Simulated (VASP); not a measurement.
# P4 in VASP: single point with HSE06

Aim: the single point of P4 with HSE06.

Everything below comes from runs of VASP 6.6.1. Logs are shortened: lines on timing, memory, paths and dates and some standing lists are left out, and cuts for length are marked.

### Step 1. Starting point

The cell holds a molecule in a box, 4 atoms: a = 12.000 Å, b = 12.500 Å, c = 13.000 Å, α = 90.00°, β = 90.00°, γ = 90.00°.

### Step 2. Single point, HSE06

POSCAR

```
P
1.0
   12.0000000000      0.0000000000      0.0000000000
    0.0000000000     12.5000000000      0.0000000000
    0.0000000000      0.0000000000     13.0000000000
P
4
Direct
    0.5646300000      0.5620400000      0.5596500000
    0.5646300000      0.4379600000      0.4403500000
    0.4353700000      0.5620400000      0.4403500000
    0.4353700000      0.4379600000      0.5596500000
```

INCAR.step1

```
SYSTEM = P
ALGO = Normal ; EDIFF = 1E-5
ENCUT = 520 ; GGA = PE
ISIF = 2 ; ISMEAR = 0
LASPH = .TRUE. ; LCHARG = .FALSE.
LREAL = .FALSE. ; LWAVE = .TRUE.
NBANDS = 18 ; NELM = 60
PREC = Accurate ; SIGMA = 0.02
```

INCAR.step2

```
SYSTEM = P
ALGO = Normal ; EDIFF = 1E-7
ENCUT = 520 ; GGA = PE
HFSCREEN = 0.2 ; ISIF = 2
ISMEAR = 0 ; ISTART = 1
LASPH = .TRUE. ; LCHARG = .FALSE.
LHFCALC = .TRUE. ; LREAL = .FALSE.
LWAVE = .FALSE. ; NBANDS = 18
NELM = 60 ; PREC = Accurate
PRECFOCK = Fast ; SIGMA = 0.02
```

KPOINTS

```
k-points
0
G
  1 1 1
  0 0 0
```

Potentials or basis: VASP PAW PBE potentials, release 64 (P).

Run with:

```bash
> cat potpaw_PBE.64/P/POTCAR > POTCAR
> cp INCAR.step1 INCAR
> mpirun -np 1 vasp_std > vasp.out
> cp INCAR.step2 INCAR
> mpirun -np 1 vasp_std > vasp.out
```

OUTCAR:

```text
SYSTEM = P
   EDIFF = 1E-7
   ENCUT = 520
   GGA = PE
   HFSCREEN = 0.2
   ISIF = 2
   ISMEAR = 0
   ISTART = 1
   LASPH = .TRUE.
   LHFCALC = .TRUE.
   LREAL = .FALSE.
   NELM = 60
   PREC = Accurate
   PRECFOCK = Fast

 ion  position               nearest neighbor table
   1  0.565  0.562  0.560-   2 2.19   3 2.19   4 2.19
   2  0.565  0.438  0.440-   1 2.19   4 2.19   3 2.19
   3  0.435  0.562  0.440-   4 2.19   1 2.19   2 2.19
   4  0.435  0.438  0.560-   3 2.19   2 2.19   1 2.19

  LATTYP: Found a simple orthorhombic cell.
 ALAT       =    12.0000000000
 B/A-ratio  =     1.0416666667
 C/A-ratio  =     1.0833333333

  Lattice vectors:

 A1 = (  12.0000000000,   0.0000000000,   0.0000000000)
 A2 = (   0.0000000000,  12.5000000000,   0.0000000000)
 A3 = (   0.0000000000,   0.0000000000,  13.0000000000)

Analysis of symmetry for initial positions (statically):
=====================================================================
 Subroutine PRICEL returns:
 Original cell was already a primitive cell.

 Routine SETGRP: Setting up the symmetry group for a
 simple orthorhombic supercell.

 Subroutine GETGRP returns: Found  4 space group operations
 (whereof  4 operations were pure point group operations)
 out of a pool of  8 trial point group operations.

The static configuration has the point symmetry D_2 .

Analysis of symmetry for dynamics (positions and initial velocities):
=====================================================================
 Subroutine PRICEL returns:
 Original cell was already a primitive cell.

 Routine SETGRP: Setting up the symmetry group for a
 simple orthorhombic supercell.

 Subroutine GETGRP returns: Found  4 space group operations
 (whereof  4 operations were pure point group operations)
 out of a pool of  8 trial point group operations.

The dynamic configuration has the point symmetry D_2 .

 Subroutine INISYM returns: Found  4 space group operations
 (whereof  4 operations are pure point group operations),
 and found     1 'primitive' translations

----------------------------------------------------------------------------------------

                                     Primitive cell

  volume of cell :    1950.0000

  direct lattice vectors                    reciprocal lattice vectors
    12.000000000  0.000000000  0.000000000     0.083333333  0.000000000  0.000000000
     0.000000000 12.500000000  0.000000000     0.000000000  0.080000000  0.000000000
     0.000000000  0.000000000 13.000000000     0.000000000  0.000000000  0.076923077

  length of vectors
    12.000000000 12.500000000 13.000000000     0.083333333  0.080000000  0.076923077

  position of ions in fractional coordinates (direct lattice)
     0.564630000  0.562040000  0.559650000
     0.564630000  0.437960000  0.440350000
     0.435370000  0.562040000  0.440350000
     0.435370000  0.437960000  0.559650000

  ion indices of the primitive-cell ions
   primitive index   ion index
                 1           1
                 2           2
                 3           3
                 4           4

----------------------------------------------------------------------------------------

 KPOINTS: k-points

Automatic generation of k-mesh.
 Grid dimensions read from file:
 generate k-points for:    1    1    1

 Generating k-lattice:

  Cartesian coordinates                     Fractional coordinates (reciprocal lattice)
     0.083333333  0.000000000  0.000000000     1.000000000  0.000000000  0.000000000
     0.000000000  0.080000000  0.000000000     0.000000000  1.000000000  0.000000000
     0.000000000  0.000000000  0.076923077     0.000000000  0.000000000  1.000000000

  Length of vectors
     0.083333333  0.080000000  0.076923077

  Shift w.r.t. Gamma in fractional coordinates (k-lattice)
     0.000000000  0.000000000  0.000000000

 Subroutine IBZKPT returns following result:
 ===========================================

 Found      1 irreducible k-points:

 Following reciprocal coordinates:
            Coordinates               Weight
  0.000000  0.000000  0.000000      1.000000
   k-points           NKPTS =      1   k-points in BZ     NKDIM =      1   number of bands    NBANDS=     18
   number of dos      NEDOS =    301   number of ions     NIONS =      4
   total plane-waves  NPLWV = 846720
   dimension x,y,z NGX =    90 NGY =   96 NGZ =   98
   dimension x,y,z NGXF=   180 NGYF=  192 NGZF=  196
   ions per type =               4
   NGX,Y,Z   is equivalent  to a cutoff of  12.47, 12.77, 12.53 a.u.
   NGXF,Y,Z  is equivalent  to a cutoff of  24.94, 25.54, 25.06 a.u.
 SYSTEM =  P
   PREC   = accura    normal or accurate (medium, high low for compatibility)
   ISTART =      1    job   : 0-new  1-cont  2-samecut
   ICHARG =      0    charge: 1-file 2-atom 10-const
   ISPIN  =      1    spin polarized calculation?
   LNONCOLLINEAR =      F non collinear calculations
   LSORBIT =      F    spin-orbit coupling
   LASPH  =      T    aspherical Exc in radial PAW
   ENCUT  =  520.0 eV  38.22 Ry    6.18 a.u.  22.31 23.24 24.17*2*pi/ulx,y,z
   NELM   =     60;   NELMIN=  2; NELMDL=  0     # of ELM steps
   EDIFF  = 0.1E-06   stopping-criterion for ELM
   LREAL  =      F    real-space projection
   EDIFFG = 0.1E-05   stopping-criterion for IOM
   NSW    =      0    number of steps for IOM
   IBRION =     -1    ionic relax: 0-MD 1-quasi-New 2-CG
   NFREE  =      0    steps in history (QN), initial steepest desc. (CG)
   ISIF   =      2    stress and relaxation
   ISYM   =      3    0-nonsym 1-usesym 2-fastsym
   POTIM  = 0.5000    time-step for ionic-motion
   TEBEG  =    0.0;   TEEND  =   0.0 temperature during run
   PSTRESS=    0.0 pullay stress
   NELECT =      20.0000    total number of electrons
   NUPDOWN=      -1.0000    fix difference up-down
   EMIN   =  10.00;   EMAX   =-10.00  energy-range for DOS
   EFERMI =   0.00;   METHOD = LEGACY
   ISMEAR =     0;   SIGMA  =   0.02  broadening in eV -4-tet -1-fermi 0-gaus
   EFERMI_NEDOS =   21; number of points for ismear=-14 and -15
   IALGO  =     38    algorithm
   IMIX   =      1    mixing-type and parameters
     AMIX     =   0.40;   BMIX     =  1.00
     AMIX_MAG =   1.60;   BMIX_MAG =  1.00
  volume/ion in A,a.u.               =     487.50      3289.81
  Fermi-wavevector in a.u.,A,eV,Ry     =   0.355691  0.672159  1.721359  0.126516
  Thomas-Fermi vector in A             =   1.271717
   LORBIT       =      0    0 simple, 1 ext, 2 COOP (PROOUT), +10 PAW based schemes
   GGA     = PE    functional components
   LHFCALC =     T    Hartree Fock is set to
   PRECFOCK=fast      Normal, Fast or Accurate (Low or Medium for compatibility)
   ENCUT4O =  -1.0   cutoff for four orbital integrals eV
   NKREDX  =     1    reduce k-point grid by
   NKREDY  =     1    reduce k-point grid by
   NKREDZ  =     1    reduce k-point grid by
   AEXX    =    0.2500 exact exchange contribution
   HFSCREEN=    0.2000 screening length (either q_TF or 0.3 A-1)
   HFSCREENC=   0.2000 screening length for correlation (either q_TF or 0.3 A-1)
   ENCUTFOCK=  -1.0 apply spherical cutoff to Coloumb kernel
   IVDW    =     0    specifies the selected vdW correction
   LEPSILON=     F    determine dielectric tensor
   LRPA    =     F    only Hartree local field effects (RPA)
 non-spin polarized calculation
 Gauss-broadening in eV      SIGMA  =   0.02
  energy-cutoff  :      520.00
  volume of cell :     1950.00
 maximum number of plane-waves:     52487
 NGX is ok and might be reduce to    90
  NGX = 48; NGY = 48; NGZ = 50

 number of electron      20.0000002 magnetization

 Free energy of the ion-electron system (eV)
  ---------------------------------------------------
  ext. energy  EPLUGINS =         0.00000000
  ---------------------------------------------------
  free energy    TOTEN  =       -25.27346709 eV

  energy without entropy =      -25.27346709  energy(sigma->0) =      -25.27346709

 E-fermi :  -6.6514     XC(G=0):  -0.7812

 val. band max:       -6.8078412722   @ k =   0.0000   0.0000   0.0000
 cond. band min:      -0.7585477950   @ k =   0.0000   0.0000   0.0000
 fundamental gap:      6.0492934771
 Fermi energy:        -6.6514305674

 k-point     1 :       0.0000    0.0000    0.0000
  band No.  band energies     occupation
      1     -21.7782      2.00000
      2     -14.4079      2.00000
      3     -14.4073      2.00000
      4     -14.4068      2.00000
      5      -9.1395      2.00000
      6      -7.6636      2.00000
[... 10 lines left out ...]
     17       0.0809      0.00000
     18       0.9531      0.00000

------------------------ aborting loop because EDIFF is reached ----------------------------------------

  FORCE on cell =-STRESS in cart. coord.  units (eV):
  Direction    XX          YY          ZZ          XY          YZ          ZX
  --------------------------------------------------------------------------------------
  -------------------------------------------------------------------------------------
  Total       -0.8546210     -0.8371615     -0.8300080      0.0000000      0.0000000      0.0000000
  in kB       -0.7021818     -0.6878365     -0.6819590      0.0000000      0.0000000      0.0000000
  external PRESSURE =      -0.6906591 kB  Pullay stress =       0.0000000 kB

 VOLUME and BASIS-vectors are now :
 -----------------------------------------------------------------------------
  energy-cutoff  :      520.00
  volume of cell :     1950.00
      direct lattice vectors                 reciprocal lattice vectors
    12.000000000  0.000000000  0.000000000     0.083333333  0.000000000  0.000000000
     0.000000000 12.500000000  0.000000000     0.000000000  0.080000000  0.000000000
     0.000000000  0.000000000 13.000000000     0.000000000  0.000000000  0.076923077

 POSITION                                       TOTAL-FORCE (eV/Angst)
 -----------------------------------------------------------------------------------
      6.77556      7.02550      7.27545        -0.264241     -0.263362     -0.262749
      6.77556      5.47450      5.72455        -0.264241      0.263362      0.262749
      5.22444      7.02550      5.72455         0.264241     -0.263362      0.262749
      5.22444      5.47450      7.27545         0.264241      0.263362     -0.262749
 -----------------------------------------------------------------------------------
    total drift:                                0.000000     -0.000000     -0.000000

  FREE ENERGIE OF THE ION-ELECTRON SYSTEM (eV)
  ---------------------------------------------------
  free  energy   TOTEN  =       -25.2734670937 eV

  energy  without entropy=      -25.2734670937  energy(sigma->0) =      -25.27346709
```

Run time: 9.9 min. Hardware: 1 thread of Intel Xeon Platinum 8488C (Sapphire Rapids), shared host; peak memory 1.4 GiB.

What came out:

```
Free energy                     : -25.2735 eV
Largest force                   : 0.456 eV/Å
Gap between the frontier levels : 6.05 eV
```

Forces in eV/Å, atoms in the order of the input:
```
P   -0.264 -0.263 -0.263
P   -0.264  0.263  0.263
P    0.264 -0.263  0.263
P    0.264  0.263 -0.263
```

Caveat: the PAW data sets were made with another functional, which shifts forces and pressure a little.
